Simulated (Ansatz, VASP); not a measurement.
# One calculation of C, two programs

```xyz
2
Lattice="2.4657 0.0000 0.0000 -1.2329 2.1354 0.0000 0.0000 0.0000 26.0000" Properties=species:S:1:pos:R:3 pbc="T T T"
C     0.0000    0.0000   13.0000
C     1.2329    0.7118   13.0000
```

Alike in both runs: functional PBE; dispersion D3(BJ); k mesh 18 × 18 × 1; occupations gaussian, width 0.1 eV; no spin polarisation.

Ansatz relaxed the structure, and its values are those at the end. VASP's run is a single point on that final structure, the one shown.

|  | VASP | Ansatz |
| --- | --- | --- |
| version | VASP 6.6.1 | Ansatz 0.2.0 |
| potentials or method | VASP PAW PBE potentials, release 64 (C) | scalar-relativistic, plane waves, PAW |
| plane-wave cutoff (eV) | 520 | 420 |
| valence electrons in the cell | 8 | 8 |

|  | VASP | Ansatz | Ansatz less VASP |
| --- | --- | --- | --- |
| gap on the k mesh at the Fermi level (eV) | none | none | - |
| work function, face that differs most (eV) | 4.24 | 4.24 | 0.000 |

A gap of «none» marks a metal or a gap that the smearing closes.
